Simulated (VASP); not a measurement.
# Zr (Im-3m) in VASP: a series of runs

The runs below take Zr through relaxation of cell and atoms, with PBE, PBE+D3, PBE+D3(BJ).

All numbers are computed with VASP 6.6.1; they aren't measurements. Logs are shortened: lines on timing, memory, paths and dates and some standing lists are left out, and cuts for length are marked.

### 1 The structure

Symmetry: Im-3m, No. 229, cubic system. Conventional cell: a = 3.620 Å, b = 3.620 Å, c = 3.620 Å, α = 90.00°, β = 90.00°, γ = 90.00°. Zr (site symmetry m-3m) has 8 Zr at 3.14 Å as nearest neighbours.

This isn't the form of Zr at room conditions, which is hcp.

### 2 Relaxation of cell and atoms, PBE

File INCAR:

```
ALGO = Fast ; EDIFF = 1E-6
EDIFFG = -0.01 ; ENCUT = 600
GGA = PE ; IBRION = 2
ISIF = 3 ; ISMEAR = -1
LASPH = True ; LCHARG = False
LREAL = False ; LWAVE = False
NELM = 100 ; NSW = 40
PREC = Accurate ; SIGMA = 0.05
```

File KPOINTS:

```
k-points
0
Gamma
  10 10 10
```

File POSCAR:

```
Zr
1.0
   -1.8100000000      1.8100000000      1.8100000000
    1.8100000000     -1.8100000000      1.8100000000
    1.8100000000      1.8100000000     -1.8100000000
Zr
1
Direct
    0.0000000000      0.0000000000      0.0000000000
```

Potentials or basis: VASP PAW PBE potentials, release 64 (Zr_sv).

Command:

```
$ cat potpaw_PBE.64/Zr_sv/POTCAR > POTCAR
$ mpirun -np 1 vasp_std > vasp.out
```

OUTCAR:

```text
EDIFF = 1E-6
   EDIFFG = -0.01
   ENCUT = 600
   GGA = PE
   IBRION = 2
   ISIF = 3
   ISMEAR = -1
   LASPH = True
   LREAL = False
   NELM = 100
   NSW = 40
   PREC = Accurate

 ion  position               nearest neighbor table
   1  0.000  0.000  0.000-

  LATTYP: Found a body centered cubic cell.
 ALAT       =     3.6200000000

  Lattice vectors:

 A1 = (  -1.8100000000,   1.8100000000,   1.8100000000)
 A2 = (   1.8100000000,  -1.8100000000,   1.8100000000)
 A3 = (   1.8100000000,   1.8100000000,  -1.8100000000)

Analysis of symmetry for initial positions (statically):
=====================================================================
 Subroutine PRICEL returns:
 Original cell was already a primitive cell.

 Routine SETGRP: Setting up the symmetry group for a
 body centered cubic supercell.

 Subroutine GETGRP returns: Found 48 space group operations
 (whereof 48 operations were pure point group operations)
 out of a pool of 48 trial point group operations.

The static configuration has the point symmetry O_h .

Analysis of symmetry for dynamics (positions and initial velocities):
=====================================================================
 Subroutine PRICEL returns:
 Original cell was already a primitive cell.

 Routine SETGRP: Setting up the symmetry group for a
 body centered cubic supercell.

 Subroutine GETGRP returns: Found 48 space group operations
 (whereof 48 operations were pure point group operations)
 out of a pool of 48 trial point group operations.

The dynamic configuration has the point symmetry O_h .

 Subroutine INISYM returns: Found 48 space group operations
 (whereof 48 operations are pure point group operations),
 and found     1 'primitive' translations

----------------------------------------------------------------------------------------

                                     Primitive cell

  volume of cell :      23.7190

  direct lattice vectors                    reciprocal lattice vectors
    -1.810000000  1.810000000  1.810000000     0.000000000  0.276243094  0.276243094
     1.810000000 -1.810000000  1.810000000     0.276243094  0.000000000  0.276243094
     1.810000000  1.810000000 -1.810000000     0.276243094  0.276243094  0.000000000

  length of vectors
     3.135011962  3.135011962  3.135011962     0.390666730  0.390666730  0.390666730

  position of ions in fractional coordinates (direct lattice)
     0.000000000  0.000000000  0.000000000

  ion indices of the primitive-cell ions
   primitive index   ion index
                 1           1

----------------------------------------------------------------------------------------

 KPOINTS: k-points

Automatic generation of k-mesh.
 Grid dimensions read from file:
 generate k-points for:   10   10   10

 Generating k-lattice:

  Cartesian coordinates                     Fractional coordinates (reciprocal lattice)
     0.000000000  0.027624309  0.027624309     0.100000000  0.000000000  0.000000000
     0.027624309  0.000000000  0.027624309     0.000000000  0.100000000  0.000000000
     0.027624309  0.027624309  0.000000000     0.000000000  0.000000000  0.100000000

  Length of vectors
     0.039066673  0.039066673  0.039066673

  Shift w.r.t. Gamma in fractional coordinates (k-lattice)
     0.000000000  0.000000000  0.000000000

 Subroutine IBZKPT returns following result:
 ===========================================

 Found     47 irreducible k-points:

 Following reciprocal coordinates:
            Coordinates               Weight
  0.000000  0.000000  0.000000      1.000000
  0.100000  0.000000  0.000000     12.000000
  0.200000  0.000000  0.000000     12.000000
  0.300000  0.000000  0.000000     12.000000
  0.400000  0.000000  0.000000     12.000000
  0.500000  0.000000  0.000000      6.000000
[... 16 lines left out ...]
  0.300000  0.300000  0.100000      8.000000
 -0.300000  0.300000  0.100000     24.000000
 [... further k-points ...]
   k-points           NKPTS =     47   k-points in BZ     NKDIM =     47   number of bands    NBANDS=     10
   number of dos      NEDOS =    301   number of ions     NIONS =      1
   total plane-waves  NPLWV =  21952
   dimension x,y,z NGX =    28 NGY =   28 NGZ =   28
   dimension x,y,z NGXF=    56 NGYF=   56 NGZF=   56
   ions per type =               1
   NGX,Y,Z   is equivalent  to a cutoff of  14.85, 14.85, 14.85 a.u.
   NGXF,Y,Z  is equivalent  to a cutoff of  29.70, 29.70, 29.70 a.u.
 SYSTEM =  unknown system
   PREC   = accura    normal or accurate (medium, high low for compatibility)
   ISTART =      0    job   : 0-new  1-cont  2-samecut
   ICHARG =      2    charge: 1-file 2-atom 10-const
   ISPIN  =      1    spin polarized calculation?
   LNONCOLLINEAR =      F non collinear calculations
   LSORBIT =      F    spin-orbit coupling
   LASPH  =      T    aspherical Exc in radial PAW
   ENCUT  =  600.0 eV  44.10 Ry    6.64 a.u.   6.26  6.26  6.26*2*pi/ulx,y,z
   NELM   =    100;   NELMIN=  2; NELMDL= -5     # of ELM steps
   EDIFF  = 0.1E-05   stopping-criterion for ELM
   LREAL  =      F    real-space projection
   EDIFFG = -.1E-01   stopping-criterion for IOM
   NSW    =     40    number of steps for IOM
   IBRION =      2    ionic relax: 0-MD 1-quasi-New 2-CG
   NFREE  =      1    steps in history (QN), initial steepest desc. (CG)
   ISIF   =      3    stress and relaxation
   ISYM   =      2    0-nonsym 1-usesym 2-fastsym
   POTIM  = 0.5000    time-step for ionic-motion
   TEBEG  =    0.0;   TEEND  =   0.0 temperature during run
   PSTRESS=    0.0 pullay stress
   NELECT =      12.0000    total number of electrons
   NUPDOWN=      -1.0000    fix difference up-down
   EMIN   =  10.00;   EMAX   =-10.00  energy-range for DOS
   EFERMI =   0.00;   METHOD = LEGACY
   ISMEAR =    -1;   SIGMA  =   0.05  broadening in eV -4-tet -1-fermi 0-gaus
   EFERMI_NEDOS =   21; number of points for ismear=-14 and -15
   IALGO  =     68    algorithm
   IMIX   =      4    mixing-type and parameters
     AMIX     =   0.40;   BMIX     =  1.00
     AMIX_MAG =   1.60;   BMIX_MAG =  1.00
  volume/ion in A,a.u.               =      23.72       160.06
  Fermi-wavevector in a.u.,A,eV,Ry     =   1.304478  2.465105 23.152520  1.701662
  Thomas-Fermi vector in A             =   2.435411
   LORBIT       =      0    0 simple, 1 ext, 2 COOP (PROOUT), +10 PAW based schemes
   GGA     = PE    functional components
   LHFCALC =     F    Hartree Fock is set to
   AEXX    =    0.0000 exact exchange contribution
   IVDW    =     0    specifies the selected vdW correction
   LEPSILON=     F    determine dielectric tensor
   LRPA    =     F    only Hartree local field effects (RPA)
 conjugate gradient relaxation of ions
 non-spin polarized calculation
 RMM-DIIS sequential band-by-band and
  energy-cutoff  :      600.00
  volume of cell :       23.72
 maximum number of plane-waves:       802
 NGX is ok and might be reduce to    28
   NGX = 13   NGY = 13   NGZ = 13

--------------------------------------- Ionic step        1  -------------------------------------------

 number of electron      12.0000000 magnetization

 Free energy of the ion-electron system (eV)
  ---------------------------------------------------
  ext. energy  EPLUGINS =         0.00000000
  ---------------------------------------------------
  free energy    TOTEN  =        -8.43696698 eV

  energy without entropy =       -8.42069019  energy(sigma->0) =       -8.42882858

------------------------ aborting loop because EDIFF is reached ----------------------------------------

  FORCE on cell =-STRESS in cart. coord.  units (eV):
  Direction    XX          YY          ZZ          XY          YZ          ZX
  --------------------------------------------------------------------------------------
  -------------------------------------------------------------------------------------
  Total       -0.4916364     -0.4916364     -0.4916364      0.0000000      0.0000000      0.0000000
  in kB      -33.2092395    -33.2092395    -33.2092395      0.0000000      0.0000000      0.0000000
  external PRESSURE =     -33.2092395 kB  Pullay stress =       0.0000000 kB
[... 55 lines left out ...]
  energy  without entropy=       -8.4283320562  energy(sigma->0) =       -8.43509734

--------------------------------------- Ionic step        3  -------------------------------------------

 number of electron      12.0000000 magnetization

 Free energy of the ion-electron system (eV)
  ---------------------------------------------------
  ext. energy  EPLUGINS =         0.00000000
  ---------------------------------------------------
  free energy    TOTEN  =        -8.44744890 eV

  energy without entropy =       -8.43254233  energy(sigma->0) =       -8.43999562

 E-fermi :   9.0149     XC(G=0): -11.1811

 val. band max:        8.9719831772   @ k =   0.2000   0.2000   0.0000
 cond. band min:       9.0368044254   @ k =   0.2000   0.1000   0.0000
 fundamental gap:      0.0648212482
 Fermi energy:         9.0148616005

 k-point     1 :       0.0000    0.0000    0.0000
  band No.  band energies     occupation
      1     -39.4651      2.00000
      2     -16.9455      2.00000
      3     -16.9455      2.00000
      4     -16.9455      2.00000
      5       3.5654      2.00000
      6      10.1116      0.00000
      7      10.1116      0.00000
      8      10.1116      0.00000
      9      12.6446      0.00000
     10      12.6446      0.00000
[... 287 lines left out ...]
 k-point    24 :      -0.3000    0.3000    0.1000
  band No.  band energies     occupation
      1     -39.3439      2.00000
      2     -17.6277      2.00000
      3     -17.1990      2.00000
      4     -17.0282      2.00000
      5       6.0704      2.00000
      6       9.1283      0.18745
      7       9.1544      0.11556
      8      11.5125      0.00000
      9      12.7899      0.00000
     10      13.4390      0.00000

 [... further k-points ...]
[... 5 lines left out ...]
  --------------------------------------------------------------------------------------
  -------------------------------------------------------------------------------------
  Total        0.0001094      0.0001094      0.0001094     -0.0000000     -0.0000000      0.0000000
  in kB        0.0077092      0.0077092      0.0077092     -0.0000000     -0.0000000      0.0000000
  external PRESSURE =       0.0077092 kB  Pullay stress =       0.0000000 kB
[... 16 lines left out ...]
  FREE ENERGIE OF THE ION-ELECTRON SYSTEM (eV)
  ---------------------------------------------------
  free  energy   TOTEN  =        -8.4474489020 eV

  energy  without entropy=       -8.4325423344  energy(sigma->0) =       -8.43999562

 reached required accuracy - stopping structural energy minimisation
```

It took 30 s on 1 thread of Intel Xeon 6975P-C (Granite Rapids), shared host; peak memory 0.17 GiB.

What came out:

| Item | Value |
| --- | --- |
| Free energy | -8.4474 eV |
| Relaxed volume | 22.74 Å³/atom |
| Relaxed cell | a = 3.091 Å, b = 3.091 Å, c = 3.091 Å, α = 109.47°, β = 109.47°, γ = 109.47° |
| Space group after relaxing (to 0.05 Å) | Im-3m (No. 229) |
| Energy gained by relaxing | 10.5 meV/atom |
| Ionic steps | 3 |
| Pressure after relaxing | 0.0 GPa |
| Band gap on the k mesh | none (metal or under the smearing width) |

Step by step:
| step | energy change (eV) | largest force (eV/Å) | pressure (GPa) | volume (Å³) |
| --- | --- | --- | --- | --- |
| 1 | 0.0000 | 0.0000 | -3.32 | 23.72 |
| 2 | -0.0049 | 0.0000 | 2.74 | 22.07 |
| 3 | -0.0105 | 0.0000 | 0.00 | 22.74 |

Final structure:
```yaml
crystal:
  lattice:
    - [-1.78487, 1.78487, 1.78487]
    - [1.78487, -1.78487, 1.78487]
    - [1.78487, 1.78487, -1.78487]
  atoms:
    - { symbol: Zr, position: [0.00000, 0.00000, 0.00000] }
```

### 3 Relaxation of cell and atoms, PBE

File INCAR:

```
SYSTEM = Zr
PREC = Accurate ; ENCUT = 680
EDIFF = 1E-6 ; ISMEAR = -1
SIGMA = 0.05 ; LREAL = .False.
LASPH = .True. ; NELM = 60
ALGO = Normal ; ISIF = 3
LWAVE = .False. ; LCHARG = .False.
GGA = PE ; IBRION = 2
NSW = 40 ; EDIFFG = -0.005
```

File KPOINTS:

```
Automatic mesh
0
Gamma
  10 10 10
  0 0 0
```

POSCAR is that of step 2.

Potentials or basis: VASP PAW PBE potentials, release 64 (Zr_sv_GW).

Command:

```
$ cat potpaw_PBE.64/Zr_sv_GW/POTCAR > POTCAR
$ mpirun -np 1 vasp_std > vasp.out
```

OUTCAR:

```text
SYSTEM = Zr
   PREC = Accurate
   ENCUT = 680
   EDIFF = 1E-6
   ISMEAR = -1
   LREAL = .False.
   LASPH = .True.
   NELM = 60
   ISIF = 3
   GGA = PE
   IBRION = 2
   NSW = 40
   EDIFFG = -0.005

 ion  position               nearest neighbor table
   1  0.000  0.000  0.000-

  LATTYP: Found a body centered cubic cell.
 ALAT       =     3.6200000000

  Lattice vectors:

 A1 = (  -1.8100000000,   1.8100000000,   1.8100000000)
 A2 = (   1.8100000000,  -1.8100000000,   1.8100000000)
 A3 = (   1.8100000000,   1.8100000000,  -1.8100000000)

Analysis of symmetry for initial positions (statically):
=====================================================================
 Subroutine PRICEL returns:
 Original cell was already a primitive cell.

 Routine SETGRP: Setting up the symmetry group for a
 body centered cubic supercell.

 Subroutine GETGRP returns: Found 48 space group operations
 (whereof 48 operations were pure point group operations)
 out of a pool of 48 trial point group operations.

The static configuration has the point symmetry O_h .

Analysis of symmetry for dynamics (positions and initial velocities):
=====================================================================
 Subroutine PRICEL returns:
 Original cell was already a primitive cell.

 Routine SETGRP: Setting up the symmetry group for a
 body centered cubic supercell.

 Subroutine GETGRP returns: Found 48 space group operations
 (whereof 48 operations were pure point group operations)
 out of a pool of 48 trial point group operations.

The dynamic configuration has the point symmetry O_h .

 Subroutine INISYM returns: Found 48 space group operations
 (whereof 48 operations are pure point group operations),
 and found     1 'primitive' translations

----------------------------------------------------------------------------------------

                                     Primitive cell

  volume of cell :      23.7190
[... 119 lines left out ...]
 non-spin polarized calculation
  energy-cutoff  :      680.00
  volume of cell :       23.72
 maximum number of plane-waves:       976
   NGX = 13   NGY = 13   NGZ = 13

--------------------------------------- Ionic step        1  -------------------------------------------

 number of electron      11.9999997 magnetization

 Free energy of the ion-electron system (eV)
  ---------------------------------------------------
  ext. energy  EPLUGINS =         0.00000000
  ---------------------------------------------------
  free energy    TOTEN  =       -10.18029746 eV

  energy without entropy =      -10.16402285  energy(sigma->0) =      -10.17216016

------------------------ aborting loop because EDIFF is reached ----------------------------------------

  FORCE on cell =-STRESS in cart. coord.  units (eV):
  Direction    XX          YY          ZZ          XY          YZ          ZX
  --------------------------------------------------------------------------------------
  -------------------------------------------------------------------------------------
  Total       -0.5016018     -0.5016018     -0.5016018      0.0000000     -0.0000000     -0.0000000
  in kB      -33.8823826    -33.8823826    -33.8823826      0.0000000     -0.0000000     -0.0000000
  external PRESSURE =     -33.8823826 kB  Pullay stress =       0.0000000 kB
[... 57 lines left out ...]
--------------------------------------- Ionic step        3  -------------------------------------------

 number of electron      12.0000000 magnetization

 Free energy of the ion-electron system (eV)
  ---------------------------------------------------
  ext. energy  EPLUGINS =         0.00000000
  ---------------------------------------------------
  free energy    TOTEN  =       -10.19114991 eV

  energy without entropy =      -10.17627391  energy(sigma->0) =      -10.18371191

 E-fermi :   8.9277     XC(G=0): -11.1910

 val. band max:        8.8850433209   @ k =   0.2000   0.2000   0.0000
 cond. band min:       8.9492469179   @ k =   0.2000   0.1000   0.0000
 fundamental gap:      0.0642035970
 Fermi energy:         8.9277108668

 k-point     1 :       0.0000    0.0000    0.0000
  band No.  band energies     occupation
      1     -39.5345      2.00000
      2     -17.0285      2.00000
      3     -17.0285      2.00000
      4     -17.0285      2.00000
      5       3.4873      2.00000
      6      10.0253      0.00000
      7      10.0253      0.00000
      8      10.0253      0.00000
      9      12.5609      0.00000
     10      12.5609      0.00000
[... 287 lines left out ...]
 k-point    24 :      -0.3000    0.3000    0.1000
  band No.  band energies     occupation
      1     -39.4126      2.00000
      2     -17.7125      2.00000
      3     -17.2826      2.00000
      4     -17.1114      2.00000
      5       5.9901      2.00000
      6       9.0409      0.18839
      7       9.0676      0.11482
      8      11.4273      0.00000
      9      12.7064      0.00000
     10      13.3571      0.00000

 [... further k-points ...]
[... 5 lines left out ...]
  --------------------------------------------------------------------------------------
  -------------------------------------------------------------------------------------
  Total       -0.0026504     -0.0026504     -0.0026504      0.0000000      0.0000000     -0.0000000
  in kB       -0.1868110     -0.1868110     -0.1868110      0.0000000      0.0000000     -0.0000000
  external PRESSURE =      -0.1868110 kB  Pullay stress =       0.0000000 kB
[... 16 lines left out ...]
  FREE ENERGIE OF THE ION-ELECTRON SYSTEM (eV)
  ---------------------------------------------------
  free  energy   TOTEN  =       -10.1911499101 eV

  energy  without entropy=      -10.1762739091  energy(sigma->0) =      -10.18371191

 reached required accuracy - stopping structural energy minimisation
```

CONTCAR:

```text
Zr
   1.00000000000000
    -1.7845029533094252    1.7845029533094252    1.7845029533094252
     1.7845029533094252   -1.7845029533094252    1.7845029533094252
     1.7845029533094252    1.7845029533094252   -1.7845029533094252
  Zr
     1
Direct
     0.0000000000000000    0.0000000000000000    0.0000000000000000

  0.00000000E+00  0.00000000E+00  0.00000000E+00
```

It took 19 s on 1 thread of Intel Xeon 6975P-C (Granite Rapids), shared host; peak memory 0.18 GiB.

Results:

```
Free energy                            : -10.1911 eV
Relaxed volume                         : 22.73 Å³/atom
Relaxed cell                           : a = 3.091 Å, b = 3.091 Å, c = 3.091 Å, α = 109.47°, β = 109.47°, γ = 109.47°
Space group after relaxing (to 0.05 Å) : Im-3m (No. 229)
Energy gained by relaxing              : 10.9 meV/atom
Ionic steps                            : 3
Pressure after relaxing                : 0.0 GPa
Band gap on the k mesh                 : none (metal or under the smearing width)
```

Step by step:
| step | energy change (eV) | largest force (eV/Å) | pressure (GPa) | volume (Å³) |
| --- | --- | --- | --- | --- |
| 1 | 0.0000 | 0.0000 | -3.39 | 23.72 |
| 2 | -0.0049 | 0.0000 | 2.84 | 22.04 |
| 3 | -0.0109 | 0.0000 | -0.02 | 22.73 |

Final structure:
```yaml
crystal:
  lattice:
    - [-1.78450, 1.78450, 1.78450]
    - [1.78450, -1.78450, 1.78450]
    - [1.78450, 1.78450, -1.78450]
  atoms:
    - { symbol: Zr, position: [0.00000, 0.00000, 0.00000] }
```

Levels at points of the mesh, in eV from the Fermi level:
```
           k point  band 3  band 4  band 5  band 6  band 7  band 8  band 9  band 10
(0.00, 0.00, 0.00)  -25.96  -25.96   -5.44    1.10    1.10    1.10    3.63     3.63
(0.50, 0.00, 0.00)  -26.29  -25.97   -2.88   -0.74    1.65    3.64    4.32     6.45
(0.50, 0.50, 0.50)  -26.67  -26.67   -2.67   -2.67    5.75    5.75    5.75     7.53
```

(Part 1 of 2 ends here.)
